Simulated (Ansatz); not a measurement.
# AlN: the cost of one run

Method: DFT PBE, scalar-relativistic, plane waves, PAW, unless a step names another level, in Ansatz 0.2.0.

5 further runs of the same task are left out: 5 set aside as unsound or not needed.

### 1 Starting point

Symmetry: F-43m, No. 216, cubic system. The conventional cell has a = 4.403 Å, b = 4.403 Å, c = 4.403 Å, α = 90.00°, β = 90.00°, γ = 90.00°. Around Al (site symmetry -43m) lie 4 N at 1.91 Å. Around N (site symmetry -43m) lie 4 Al at 1.91 Å.

Structure file:

```
Al N
1.0
     0.00000    2.20162    2.20162
     2.20162    0.00000    2.20162
     2.20162    2.20162    0.00000
Al N
1 1
Direct
  0.00000 0.00000 0.00000
  0.75000 0.75000 0.75000
```

It came out lowest among 19 distinct ends of the trial cells. At a tolerance of 0.02 Å it has space group F-43m (No. 216).

### 2 Tight relaxation for the response runs, on the response runs' mesh and smearing

input.yaml

```yaml
crystal:
  lattice:
    - [0.0, 2.2016237539, 2.2016237539]
    - [2.2016237539, 0.0, 2.2016237539]
    - [2.2016237539, 2.2016237539, 0.0]
  atoms:
    - { symbol: Al, position: [0.0, 0.0, 0.0] }
    - { symbol: "N", position: [0.75, 0.75, 0.75] }
basis:
  ecutwfc: 420
kpoints:
  mp_grid: { grid: [12, 12, 12] }
hamiltonian:
  xc: pbe
scf:
  occupations: { method: fixed }
output:
  forces: true
  stress: true
  eigenvalues: true
relax:
  adjacent_minimum: "off"
  f_tol: 0.001
  max_steps: 60
  cell: { stress_tol: 0.01 }
```

Run with:

```sh
$ ansatz run input.yaml --threads 3 --pin off --max-ram 7680MiB --backend cpu --events-out ev --progress --plain --runs-dir out
```

Q: Estimate wall time and peak memory on 3 threads of Arm Neoverse V1, shared host.

About 1.5 s, with a peak of 0.28 GiB.
